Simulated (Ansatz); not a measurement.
# CuI (Marshite): the cost of one run

Program: Ansatz 0.2.0. Level of theory: DFT PBE, scalar-relativistic, plane waves, PAW. These are calculated values, not measurements.

The COD entry's cell or inner coordinates are ideal or old and differ from later refinements, so a difference from it is no clean test against experiment.

1 further run of the same task is left out (set aside as unsound or not needed).

### Step 1. The structure to begin with

The structure is cubic, space group F-43m (No. 216). The conventional cell has a = 6.078 Å, b = 6.078 Å, c = 6.078 Å, α = 90.00°, β = 90.00°, γ = 90.00°. Cu (site symmetry -43m) is surrounded by 4 I at 2.63 Å. I (site symmetry -43m) is surrounded by 4 Cu at 2.63 Å.

As a file:

```cif
data_structure
_symmetry_space_group_name_H-M 'F-43m'
_symmetry_Int_Tables_number 216
_cell_length_a 6.0780
_cell_length_b 6.0780
_cell_length_c 6.0780
_cell_angle_alpha 90.000
_cell_angle_beta 90.000
_cell_angle_gamma 90.000
_cell_volume 224.53
loop_
_atom_site_label
_atom_site_type_symbol
_atom_site_symmetry_multiplicity
_atom_site_Wyckoff_symbol
_atom_site_fract_x
_atom_site_fract_y
_atom_site_fract_z
_atom_site_occupancy
Cu1 Cu 4 d 0.25000 0.25000 0.75000 1
I1 I 4 a 0.00000 0.00000 0.00000 1
```

This cell was relaxed beforehand with the same method: volume 28.07 Å³/atom, gap on the mesh 1.10 eV.

### Step 2. Seeking the band edges of the host

input.yaml reads:

```yaml
crystal:
  lattice:
    - [0.0, 3.0390034065, 3.0390034065]
    - [3.0390034065, 0.0, 3.0390034065]
    - [3.0390034065, 3.0390034065, 0.0]
  atoms:
    - { symbol: Cu, position: [0.25, 0.25, 0.25] }
    - { symbol: I, position: [0.0, 0.0, 0.0] }
basis:
  ecutwfc: 420
  xc_grid: 2
kpoints:
  mp_grid: { grid: [8, 8, 8] }
  band_path: { path: [VBM, CBM], npoints: 2 }
hamiltonian:
  xc: pbe
scf:
  occupations: { method: gaussian, width: 0.01 }
output:
  forces: true
  stress: true
  eigenvalues: true
```

Launch:

```
ansatz run input.yaml --threads 2 --pin off --max-ram 5120MiB --backend cpu --events-out ev --progress --plain --runs-dir out
```

**Question.** How long does this run take on 2 threads of Arm Neoverse V1, shared host, and how much memory does it need?

About 3.9 s, with a peak of 0.35 GiB.
